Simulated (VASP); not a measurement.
Crystal: MgSe.

```xyz
2
Lattice="0.0000 2.7337 2.7337 2.7337 0.0000 2.7337 2.7337 2.7337 0.0000" Properties=species:S:1:pos:R:3 pbc="T T T"
Mg    0.0000    0.0000    0.0000
Se    2.7337    2.7337    2.7337
```

The cell comes from a database or a generator and needn't be the stable form of this composition.

Program: VASP 6.6.1. Alike in all runs: task electric field gradients; no spin polarisation; cell as given; k mesh 10 × 10 × 10; cutoff (eV) 520; smearing fermi-dirac 0.01 eV.

Order these runs on this cell by their pressure, lowest first.
A. level LDA; potentials or basis VASP PAW LDA potentials, release 64 (Mg, Se)
B. level PBE; potentials or basis VASP PAW PBE potentials, release 64 (Mg, Se)
C. level PBEsol; potentials or basis VASP PAW PBE potentials, release 64 (Mg, Se)

A (-3.0 GPa), C (-0.7 GPa), B (1.3 GPa).

Caveats: the PAW data sets were made with another functional, which shifts forces and pressure a little (some runs).
